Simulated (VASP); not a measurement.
# W, self-consistent run: which settings are enough?

W, Im-3m (no. 229), 1 atom in the cell. SCAN; PAW potentials W_sv (PBE set). VASP 6.6.1.

Wanted: energy within 1 meV/atom.

What the run is for: comparing ways to reach the ground state; Accuracy asked: standard.

POSCAR:
```
W
1.0
   -1.5823450000      1.5823450000      1.5823450000
    1.5823450000     -1.5823450000      1.5823450000
    1.5823450000      1.5823450000     -1.5823450000
W
1
Direct
    0.0000000000      0.0000000000      0.0000000000
```

## Way to the ground state (with a PBE run first, the time holds both)

| Way to the ground state (with a PBE run first, the time holds both) | Energy less reference (meV/atom) | Time (s) |
|---|---|---|
| PBE orbitals, then all bands at once (ALGO All, ISEARCH 1): 10 + 9 SCF iterations | 0.0 | 24 |
| plain run (ALGO Normal): 25 SCF iterations | 0.0 | 32 |
| PBE orbitals, then ALGO Normal: 10 + 12 SCF iterations | 0.0 | 21 |
| ALGO Fast: 24 SCF iterations | 0.0 | 43 |
| all bands at once from scratch: 17 SCF iterations | 0.0 | 33 |
| PBE orbitals, then damped steps (TIME 0.2): 10 + 16 SCF iterations | 0.0 | 28 |
| PBE orbitals, then damped steps (TIME 0.5): 10 + 12 SCF iterations | 0.0 | 22 |
| linear mixing: 21 SCF iterations | 0.0 | 28 |
| slow linear mixing: 29 SCF iterations | 0.0 | 39 |
| more empty bands: 26 SCF iterations | 0.0 | 65 |
| kinetic-energy density not mixed (LMIXTAU F): 13 SCF iterations | 0.0 | 19 |

Chosen: kinetic-energy density not mixed (LMIXTAU F): 13 SCF iterations, the fastest of those that reach the lowest result within the tolerance.

## The input

INCAR:
```
ALGO = Normal ; EDIFF = 1E-6
ENCUT = 440 ; GGA_COMPAT = F
ISIF = 2 ; ISMEAR = 1
LASPH = T ; LCHARG = F
LMIXTAU = F ; LREAL = F
LWAVE = F ; METAGGA = SCAN
NELM = 100 ; PREC = Accurate
SIGMA = 0.1
```

KPOINTS:
```
k-points
0
Gamma
  12 12 12
```

Commands:
```
cat potpaw_PBE.64/W_sv/POTCAR > POTCAR
mpirun -np 1 vasp_std > vasp.out
```

The chosen input took VASP 6.6.1 19 s on 1 core (Intel Xeon 6975P-C (Granite Rapids)), a shared host.
